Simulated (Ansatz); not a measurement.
## Co under changes of volume

One of the cells (10.640 Å³/atom); the others are scaled copies at fixed shape and fractional positions:

```
Co
1.0
     2.47200    0.00000    0.00000
    -1.23600    2.14081    0.00000
     0.00000    0.00000    4.02114
Co
2
Cartesian
  1.2360 0.7136 3.0159
  0.0000 1.4272 1.0053
```

* Program: Ansatz 0.2.0
* Functional: PBE0
* Potentials or basis: Ansatz PAW
* Cutoff: 420 eV (not typed: the program's choice for these potentials)
* k mesh: 6 × 6 × 4
* Occupations: fermi-dirac, width 0.05 eV
* Spin: collinear spin, ferromagnetic start
* Starting moments: [2.0, 2.0] μB

```tsv
volume (Å³/atom)	energy over the lowest point (meV/atom)	moment (μB per cell)
10.002	64.26	3.36
10.215	27.26	3.53
10.427	3.86	3.53
10.640	0.00	3.54
10.853	2.32	3.54
11.066	10.16	3.54
11.279	?	?
```

Problem. What does the run at 11.279 Å³/atom give?

Solution. Energy over the lowest point 23.11 meV/atom; moment 3.55 μB per cell.

Worked out: A Birch-Murnaghan fit of order 3 (a polynomial in V^(-2/3)) to the other rows has its minimum at 10.67 Å³/atom with B0 = V·E''(V) = 326 GPa (rough, since the energies scatter) at fixed shape and positions, which overstates the stiffness. It gives 21.22 meV/atom at 11.279 Å³/atom, against the run's 23.11. Pressures are left out, since they don't match the slope of the energies. The moment follows no smooth curve through the other rows.

Energies are extrapolated to zero smearing.

Caveats: all runs use coarse meshes; the magnetic or orbital state may not be the lowest; the PAW data sets come from PBE, with cores solved anew for the run's functional, which leaves a small shift of forces and pressure; the thresholds are loose for stress.
